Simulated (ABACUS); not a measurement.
A run of ABACUS 3.10.1 is set up as follows.

Contents of INPUT:

```
INPUT_PARAMETERS
suffix              CoO
calculation         scf
basis_type          pw
pseudo_dir          ./
symmetry            1
dft_functional      pbe
ecutwfc             97
pseudo_rcut         10
nspin               2
nbands              17
ks_solver           dav
smearing_method     fd
smearing_sigma      0.00367493
scf_thr             1e-08
scf_nmax            100
mixing_type         broyden
mixing_beta         0.4
cal_force           1
cal_stress          1
kpar                4
```

File STRU:

```
ATOMIC_SPECIES
Co 58.9332 Co.upf
O 15.9990 O.upf

LATTICE_CONSTANT
1.8897261246

LATTICE_VECTORS
0.0000000000 2.1315000000 2.1315000000
2.1315000000 0.0000000000 2.1315000000
2.1315000000 2.1315000000 0.0000000000

ATOMIC_POSITIONS
Direct

Co
0.0
1
0.0000000000 0.0000000000 0.0000000000 1 1 1 mag 2

O
0.0
1
0.5000000000 0.5000000000 0.5000000000 1 1 1 mag 0
```

The input KPT:

```
K_POINTS
0
Gamma
11 11 11 0 0 0
```

Potentials or basis: PseudoDojo NC SR 0.4.1 PBE standard, plane waves.

The run is started by

```bash
$ OMP_NUM_THREADS=1 mpirun -np 4 abacus > log
```

**Question.** Predict the net moment.

**Answer.** 2.99 μB per cell.

**Question.** Predict the absolute moment.

**Answer.** 3.01 μB per cell.

**Question.** What does it give for the pressure?

**Answer.** -2.0 GPa.

**Question.** Estimate the band gap on the k mesh.

**Answer.** None (metal or under the smearing width).

Caveat: a cell with one magnetic atom can't hold antiferromagnetic order, which such compounds often take; semilocal functionals often make such compounds metallic where correlation or magnetic order opens a gap, which also shifts bond lengths. With open d or f shells a metallic result of PBE can be an artefact of self-interaction; +U or a hybrid may open a gap.
